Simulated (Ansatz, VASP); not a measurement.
## SiO2 in VASP and in Ansatz

Contents of INCAR:

```
SYSTEM = SiO2
ALGO = Normal
EDIFF = 1E-8
ENCUT = 520
GGA = PE
ISIF = 2
ISMEAR = -1
LASPH = .TRUE.
LCHARG = .FALSE.
LEFG = .TRUE.
LREAL = .FALSE.
LWAVE = .FALSE.
NBANDS = 25
NELM = 80
PREC = Accurate
SIGMA = 0.03
```

Contents of KPOINTS:

```
k-points
0
G
  6 6 9
  0 0 0
```

File POSCAR:

```
SiO2
1.0
    4.2077835882      0.0000000000      0.0000000000
    0.0000000000      4.2077835882      0.0000000000
    0.0000000000      0.0000000000      2.6854680646
Si O
2 4
Direct
    0.0000000000      0.0000000000      0.0000000000
    0.5000000000      0.5000000000      0.5000000000
    0.3067000000      0.3067000000      0.0000000000
    0.1933000000      0.8067000000      0.5000000000
    0.6933000000      0.6933000000      0.0000000000
    0.8067000000      0.1933000000      0.5000000000
```

Input for Ansatz:

```yaml
crystal:
  lattice:
    - [4.2077835882, 0.0, 0.0]
    - [0.0, 4.2077835882, 0.0]
    - [0.0, 0.0, 2.6854680646]
  atoms:
    - { symbol: Si, position: [0.0, 0.0, 0.0] }
    - { symbol: Si, position: [0.5, 0.5, 0.5] }
    - { symbol: O, position: [0.3067, 0.3067, 0.0] }
    - { symbol: O, position: [0.1933, 0.8067, 0.5] }
    - { symbol: O, position: [0.6933, 0.6933, 0.0] }
    - { symbol: O, position: [0.8067, 0.1933, 0.5] }
kpoints:
  mp_grid: { grid: [6, 6, 9] }
scf:
  occupations: { method: fermi_dirac, width: 0.03 }
hamiltonian:
  xc: pbe
  pseudopotentials: { kind: all_electron, datasets: crystal }
output:
  forces: true
  stress: true
  eigenvalues: true
  efg: { contact_densities: true }
```

Change from the starting cell: volume scaled by 1.02, crystal datasets.

Alike in both runs: task electric field gradients; functional PBE; k mesh 6 × 6 × 9; occupations fermi-dirac, width 0.03 eV; no spin polarisation.

|  | VASP | Ansatz |
| --- | --- | --- |
| version | VASP 6.6.1 | Ansatz 0.2.0 |
| potentials or method | VASP PAW PBE potentials, release 64 (Si, O) | all-electron PAW with datasets made for the crystal, scalar-relativistic |
| plane-wave cutoff (eV) | 520 | see its input |

Ansatz gave:

| Quantity | Value |
| --- | --- |
| gap on the k mesh at the Fermi level (eV) | 5.29 |
| pressure (GPa) | 4.3 |
| largest component of the traceless stress (GPa) | 0.55 |
| rms of the force components (eV/Å) | 0.040 |
| Vzz of the field gradient on the site that differs most (V/Å²) | 19.7 |

Question: What did VASP give for the same quantities?

Answer: gap on the k mesh at the Fermi level (eV): 5.26; pressure (GPa): 4.5; largest component of the traceless stress (GPa): 0.13; rms of the force components (eV/Å): 0.049; Vzz of the field gradient on the site that differs most (V/Å²): 22.4.

Atom by atom the forces differ by 0.009 eV/Å (rms over components). Ansatz ran all-electron here, so the differences hold the error of VASP's frozen core and of both bases.

Caveats: an odd mesh through Γ misses points on the zone boundary, where band edges often lie.
